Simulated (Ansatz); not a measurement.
All numbers below come from DFT PBE, scalar-relativistic, plane waves, PAW in Ansatz. All cells share a 420 eV cutoff and Γ-centred k meshes spaced at most about 0.3 Å⁻¹ (about 0.25 or finer for metals, 2π included). No spin polarisation.

All energies are static (0 K, no zero-point motion).

Two forms of Zn₄S were relaxed alike.

A.

```xyz
5
Lattice="-2.8999 2.8999 2.8999 2.8999 -2.8999 2.8999 2.8999 2.8999 -2.8999" Properties=species:S:1:pos:R:3 pbc="T T T"
Zn    1.4499    1.4499    1.4499
Zn    1.4499    1.4499   -1.4499
Zn    1.4499   -1.4499    1.4499
Zn   -1.4499    1.4499    1.4499
S     0.0000    0.0000    0.0000
```

B.

```xyz
5
Lattice="5.3633 0.0000 0.0000 0.0000 5.3633 0.0000 0.0000 0.0000 3.3926" Properties=species:S:1:pos:R:3 pbc="T T T"
Zn    3.9424    3.9424    0.0000
Zn    1.4209    1.4209    0.0000
Zn    1.4209    3.9424    0.0000
Zn    3.9424    1.4209    0.0000
S     0.0000    0.0000    1.6963
```

Task: Which is lower in energy, and by how much?

Result: B is lower, by 245 meV/atom. A has space group Im-3m (No. 229), 19.5 Å³/atom and no gap on its mesh; B has space group P4/mmm (No. 123), 19.5 Å³/atom and no gap. Counting Zn atoms around S (those within 1.25 times the shortest such distance or 1.15 times the sum of covalent radii), A and B both have S 8. Even the lower one lies +0.08 eV/atom against the reference forms of the elements (uncorrected), so neither is stable at this level. Both come from invented guesses. The lowest form computed isn't among them: it has space group P-43m (No. 215), 18.2 Å³/atom and lies 63 meV/atom below the best shown.

Cells relaxed within their symmetry can be saddle points. Some types were kept out of the candidates beforehand, so the set may lack a known form.
